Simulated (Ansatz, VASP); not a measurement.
One calculation of VH4, two programs

```xyz
5
Lattice="-2.0543 2.0543 2.0543 2.0543 -2.0543 2.0543 2.0543 2.0543 -2.0543" Properties=species:S:1:pos:R:3 pbc="T T T"
V     0.0000    0.0000    0.0000
H     1.0271    1.0271   -1.0271
H    -1.0271    1.0271    1.0271
H     1.0271    1.0271    1.0271
H     1.0271   -1.0271    1.0271
```

Change from the starting cell: species swapped into the NiHg4 type (Im-3m, No. 229).

Alike in both runs: functional PBE; k mesh 14 × 14 × 14; occupations gaussian, width 0.1 eV; collinear spin.

Ansatz relaxed the structure, and its values are those at the end. VASP's run is a single point on that final structure, the one shown.

```csv
,VASP,Ansatz
version,VASP 6.6.1,Ansatz 0.2.0
potentials or method,"VASP PAW PBE potentials, release 64 (V_sv, H)","scalar-relativistic, plane waves, PAW"
plane-wave cutoff (eV),520,420
valence electrons in the cell,17,17
```

```tsv
	VASP	Ansatz	Ansatz less VASP
gap on the k mesh at the Fermi level (eV)	none	none	-
pressure (GPa)	-0.1	0.0	+0.05
net moment per atom (μB)	0.27	0.27	-0.001
size of the moment on the site where the two differ most (μB)	1.22	0.87	-0.350
```

Site moments also hang on the region over which each program counts them. A gap of «none» marks a metal or a gap that the smearing closes. With one functional, cell and mesh, what is left measures potentials, basis and numerics.
